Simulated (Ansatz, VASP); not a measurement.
**Sn: VASP beside Ansatz**

```
Sn
1.0
    -3.02300    3.02300    1.51283
     3.02300   -3.02300    1.51283
     3.02300    3.02300   -1.51283
Sn
2
Direct
  0.75000 0.25000 0.50000
  0.00000 0.00000 0.00000
```

Alike in both runs: task single point; functional LDA; k mesh 18 × 18 × 18; occupations gaussian, width 0.15 eV; no spin polarisation.

|  | VASP | Ansatz |
| --- | --- | --- |
| version | VASP 6.6.1 | Ansatz 0.2.0 |
| potentials or method | VASP PAW LDA potentials, release 64 (Sn_d) | scalar-relativistic, plane waves, PAW |
| plane-wave cutoff (eV) | 520 | 420 |
| valence electrons in the cell | 28 | 28 |

|  | VASP | Ansatz | Ansatz less VASP |
| --- | --- | --- | --- |
| gap on the k mesh at the Fermi level (eV) | none | none | - |
| pressure (GPa) | -2.4 | -2.5 | -0.01 |
| largest component of the traceless stress (GPa) | 3.28 | 3.26 | -0.017 |

A gap of «none» marks a metal or a gap that the smearing closes.
